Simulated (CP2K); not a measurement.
MoS2 under changes of volume

One of the cells (31.721 Å³/atom); the others are scaled copies at fixed shape and fractional positions:

```xyz
6
Lattice="3.1845 0.0000 0.0000 -1.5923 2.7579 0.0000 0.0000 0.0000 21.6705" Properties=species:S:1:pos:R:3 pbc="T T T"
Mo    0.0000    1.8386   18.4451
Mo    1.5923    0.9193    3.2254
S     1.5923    0.9193   16.8949
S     0.0000    1.8386    1.6741
S     1.5923    0.9193   19.9965
S     0.0000    1.8386    4.7756
```

| Item | Value |
| --- | --- |
| Program | CP2K 2026.2 |
| Functional | PBEsol |
| Potentials or basis | POTENTIAL_UZH Mo GTH-PBE-q14, S GTH-PBE-q6; TZVP-MOLOPT-PBE-GTH basis |
| Density cutoff | 6123 eV |
| k mesh | 10 × 10 × 2 |
| Occupations | fermi-dirac, width 0.05 eV |
| Spin | no spin polarisation |

```tsv
volume (Å³/atom)	energy over the lowest point (meV/atom)	gap on the mesh (eV)	largest force (eV/Å)
29.817	26.59	1.47	1.325
30.452	9.70	1.44	0.912
31.086	?	?	?
31.721	0.00	1.38	0.176
32.355	5.56	1.35	0.176
32.990	17.12	1.33	0.482
33.624	34.07	1.30	0.765
```

Q: What does the run at 31.086 Å³/atom give?

A: Energy over the lowest point 1.13 meV/atom; gap on the mesh 1.41 eV; largest force 0.529 eV/Å.

Worked out: A Birch-Murnaghan fit of order 3 (a polynomial in V^(-2/3)) to the other rows has its minimum at 31.50 Å³/atom with B0 = V·E''(V) = 87 GPa and B' = 4.3 at fixed shape and positions, which overstates the stiffness. It gives 1.13 meV/atom at 31.086 Å³/atom, against the run's 1.13. A straight line through the other rows of the gap, of slope -1.41 eV per unit of ln V, gives 1.41 eV, against the run's 1.41.

Energies are extrapolated to zero smearing.

Caveats: the potentials were made for another functional, which shifts forces and pressure; the basis of atomic orbitals isn't converged, which shifts pressures, moduli and gaps.

A mesh can miss the band edges. Spin-orbit coupling on Mo is left out.
